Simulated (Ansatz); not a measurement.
Na₂Cl: what symmetry allows forces and stress to be

```
CELL_PARAMETERS angstrom
3.71647 0.00000 0.00000
0.00000 3.83321 -0.03200
0.00000 -0.11333 12.61171
ATOMIC_POSITIONS crystal
Na 0.00000 0.00447 0.22509
Na 0.00000 0.01680 0.77138
Na 0.00000 0.97911 0.50652
Na 0.50000 0.49914 0.99635
Cl 0.50000 0.50855 0.36092
Cl 0.50000 0.49193 0.63973
```

All numbers below come from DFT PBEsol, scalar-relativistic, plane waves, PAW (Ansatz 0.2.0).

Settings: cutoff 420 eV, Γ-centred mesh 8×8×4 on the computed 6-atom cell, Gaussian smearing of 0.10 eV; no spin polarisation.

This distorted cell has space group Pm, with 2 operations.

Task: Without a calculation: in which directions can each atom feel a force?

Result: A force must be left unchanged by every operation that keeps its atom in place, so it lies in the space that those operations leave fixed. Atoms that the group maps onto each other feel forces of one size.
```json
{"atom": "Na1", "site symmetry": "m", "operations at the site": "2", "equivalent to atom": "1", "allowed force (Cartesian)": "in the plane normal to (1.00, 0.00, 0.00)"}
{"atom": "Na2", "site symmetry": "m", "operations at the site": "2", "equivalent to atom": "2", "allowed force (Cartesian)": "in the plane normal to (1.00, 0.00, 0.00)"}
{"atom": "Na3", "site symmetry": "m", "operations at the site": "2", "equivalent to atom": "3", "allowed force (Cartesian)": "in the plane normal to (1.00, 0.00, 0.00)"}
{"atom": "Na4", "site symmetry": "m", "operations at the site": "2", "equivalent to atom": "4", "allowed force (Cartesian)": "in the plane normal to (1.00, 0.00, 0.00)"}
{"atom": "Cl5", "site symmetry": "m", "operations at the site": "2", "equivalent to atom": "5", "allowed force (Cartesian)": "in the plane normal to (1.00, 0.00, 0.00)"}
{"atom": "Cl6", "site symmetry": "m", "operations at the site": "2", "equivalent to atom": "6", "allowed force (Cartesian)": "in the plane normal to (1.00, 0.00, 0.00)"}
```

That leaves 12 independent force components of 18, tied by 2 conditions that the forces sum to zero, so 10 remain. A relaxation in this cell that keeps the symmetry moves the atoms in these directions alone.

Task: And the stress tensor?

Result: It must be invariant under the point group, which leaves 4 independent components: xz, xy vanish.

Task: Do the computed values obey this?

Result: Yes. Forces (eV/Å):
```
Na1  0.000  0.010  0.233
Na2  0.000 -0.007 -0.065
Na3  0.000 -0.032 -0.163
Na4  0.000  0.012  0.015
Cl5  0.000  0.038 -0.095
Cl6  0.000 -0.021  0.075
```

Stress (GPa, compression positive, xx yy zz yz xz xy): -2.23 -3.14 -0.47 0.00 0.00 0.00. The program imposes the same operations on density, forces and stress, so this confirms the analysis and is no independent test of the calculation.

Spin polarisation was left out, and a magnetic state may lie lower.